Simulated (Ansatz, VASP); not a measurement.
## Sc: VASP beside Ansatz

Contents of INCAR:

```
PREC = Accurate
ENCUT = 520
EDIFF = 1E-6
ISMEAR = 0
SIGMA = 0.15
LREAL = F
LASPH = T
NELM = 100
ALGO = Fast
ISIF = 2
LWAVE = F
LCHARG = F
GGA = PE
NBANDS = 12
```

File KPOINTS:

```
Automatic mesh
0
Gamma
  18 18 18
```

POSCAR

```
Sc
1.0
    0.0000000000      2.2705000000      2.2705000000
    2.1342700000      0.0000000000      2.2705000000
    2.1342700000      2.2705000000      0.0000000000
Sc
1
Direct
    0.0000000000      0.0000000000      0.0000000000
```

Input for Ansatz:

```yaml
crystal:
  lattice:
    - [0.0, 2.2705, 2.2705]
    - [2.13427, 0.0, 2.2705]
    - [2.13427, 2.2705, 0.0]
  atoms:
    - { symbol: Sc, position: [0.0, 0.0, 0.0] }
basis:
  ecutwfc: 420
kpoints:
  mp_grid: { grid: [18, 18, 18] }
hamiltonian:
  xc: pbe
scf:
  occupations: { method: gaussian, width: 0.15 }
output:
  forces: true
  stress: true
  eigenvalues: true
```

Change from the starting cell: strain -0.0600 x Voigt [1, 0, 0, 0, 0, 0], atoms carried along.

Alike in both runs: task single point; functional PBE; k mesh 18 × 18 × 18; occupations gaussian, width 0.15 eV; no spin polarisation.

|  | VASP | Ansatz |
| --- | --- | --- |
| version | VASP 6.6.1 | Ansatz 0.2.0 |
| potentials or method | VASP PAW PBE potentials, release 64 (Sc_sv) | scalar-relativistic, plane waves, PAW |
| plane-wave cutoff (eV) | 520 | 420 |
| valence electrons in the cell | 11 | 11 |

```tsv
	VASP	Ansatz	Ansatz less VASP
gap on the k mesh at the Fermi level (eV)	none	none	-
pressure (GPa)	7.0	7.0	-0.01
largest component of the traceless stress (GPa)	1.07	1.07	-0.004
```

A gap of «none» marks a metal or a gap that the smearing closes. With one functional, cell and mesh, what is left measures potentials, basis and numerics.
